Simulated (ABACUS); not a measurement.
The system is RbBr.

```xyz
2
Lattice="0.0000 3.4270 3.4270 3.4270 0.0000 3.4270 3.4270 3.4270 0.0000" Properties=species:S:1:pos:R:3 pbc="T T T"
Rb    0.0000    0.0000    0.0000
Br    3.4270    3.4270    3.4270
```

- Program: ABACUS 3.10.1
- Task: single point
- Functional: PBE
- Potentials or basis: PseudoDojo NC SR 0.4.1 PBE standard
- Cutoff: 639 eV
- Density cutoff: 2558 eV
- Basis: plane waves
- k mesh: 7 × 7 × 7
- Occupations: fermi-dirac, width 0.05 eV
- Spin: no spin polarisation

On this cell: pressure 1.0 GPa; largest force zero by symmetry; band gap on the k mesh 4.36 eV, direct.

The same run follows on a disturbed copy (atoms moved at random, drawn with an rms of 0.05 Å):

```
CELL_PARAMETERS angstrom
0.00000 3.42700 3.42700
3.42700 0.00000 3.42700
3.42700 3.42700 0.00000
ATOMIC_POSITIONS crystal
Rb 0.99680 0.00037 0.00213
Br 0.50154 0.50308 0.49052
```

Q: What does the disturbed cell give?

A: The energy moves by +0.7 meV/atom; pressure 1.0 GPa; largest force 0.057 eV/Å; band gap on the k mesh 4.36 eV, direct.

Forces in eV/Å, atoms in the order of the input:
```
Rb  -0.038 -0.029  0.032
Br   0.038  0.029 -0.032
```

Caveats: an odd mesh through Γ misses points on the zone boundary, where band edges often lie.
